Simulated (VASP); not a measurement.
Write the native input for VASP 6.6.1 that does the following.

```
Task                   : relaxation of cell and atoms
Functional             : PW91
Potentials or basis    : VASP PAW PBE potentials, release 64 (Be)
Cutoff                 : 600 eV
k mesh                 : 13 × 13 × 10
Occupations            : fermi-dirac, width 0.05 eV
Spin                   : no spin polarisation
Further INCAR settings : ALGO = Normal; EDIFF = 1e-06; IBRION = 2; EDIFFG = -0.01; NSW = 60; ISIF = 3
```

The structure of Be lies in POSCAR:

```
Be
1.0
    2.0208100000      0.0000000000      0.0000000000
    0.0000000000      2.0208100000      0.0000000000
    0.0000000000      0.0000000000      2.6616400000
Be
1
Direct
    0.0000000000      0.0000000000      0.5000000000
```

The cell was built by a generator and needn't be a form met in nature.

These files were run (other wordings do the same):

INCAR

```
ALGO = Normal
EDIFF = 1E-6
EDIFFG = -0.01
ENCUT = 600
GGA = 91
IBRION = 2
ISIF = 3
ISMEAR = -1
LASPH = True
LCHARG = False
LREAL = False
LWAVE = False
NELM = 60
NSW = 60
PREC = Accurate
SIGMA = 0.05
```

KPOINTS

```
k-points
0
Gamma
  13 13 10
```

Potentials or basis: VASP PAW PBE potentials, release 64 (Be).

The run is started by

```bash
$ cat potpaw_PBE.64/Be/POTCAR > POTCAR
$ mpirun -np 1 vasp_std > vasp.out
```

It gave:

```yaml
Relaxed_volume: 10.99 Å³/atom
Relaxed_cell: a = 2.020 Å, b = 2.020 Å, c = 2.693 Å, α = 90.00°, β = 90.00°, γ = 90.00°
Space_group_after_relaxing_to_0.05_Å: P4/mmm (No. 123)
Energy_gained_by_relaxing: 0.5 meV/atom
Ionic_steps: 4
Pressure_after_relaxing: 0.0 GPa
Band_gap_on_the_k_mesh: none (metal or under the smearing width)
```

Caveat: the PAW data sets were made with another functional, which shifts forces and pressure a little.

It took 4.2 s on 1 thread of Intel(R) Xeon(R) 6975P-C (Granite Rapids), on a shared host, peak memory 0.12 GiB.
